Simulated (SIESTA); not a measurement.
The system is BP.

```
CELL_PARAMETERS angstrom
0.00000 2.26900 2.26900
2.26900 0.00000 2.26900
2.26900 2.26900 0.00000
ATOMIC_POSITIONS crystal
P 0.75000 0.75000 0.75000
B 0.00000 0.00000 0.00000
```

Base run:

```yaml
Program: SIESTA 5.4.2
Functional: PBE
Potentials_or_basis: PseudoDojo 0.4 standard (PBE files)
Basis: DZP (energy shift 0.003 Ry)
Grid_cutoff: 500 Ry
Energy_shift: 0.003 Ry
k_mesh: 10 × 10 × 10
Occupations: fermi-dirac, width 0.05 eV
Spin: no spin polarisation
```

Its results: band gap on the k mesh 1.28 eV, indirect (least direct gap 3.42 eV); pressure 4.4 GPa.

After a change of settings the same cell gave: band gap on the k mesh 1.25 eV, indirect (least direct gap 3.43 eV); pressure 3.3 GPa. Which change was it?
A. basis from DZP (energy shift 0.003 Ry) to TZDP (energy shift 0.003 Ry)
B. basis from DZP (energy shift 0.003 Ry) to SZ (energy shift 0.003 Ry)
C. functional from PBE to PBEsol; potentials or basis from PseudoDojo 0.4 standard (PBE files) to PseudoDojo 0.4 standard (PBEsol files)
D. functional from PBE to vdW-DF-cx

D.

Caveats: the basis of atomic orbitals isn't converged, which shifts pressures, moduli and gaps; the potentials were made for another functional, which shifts forces and pressure (some runs).
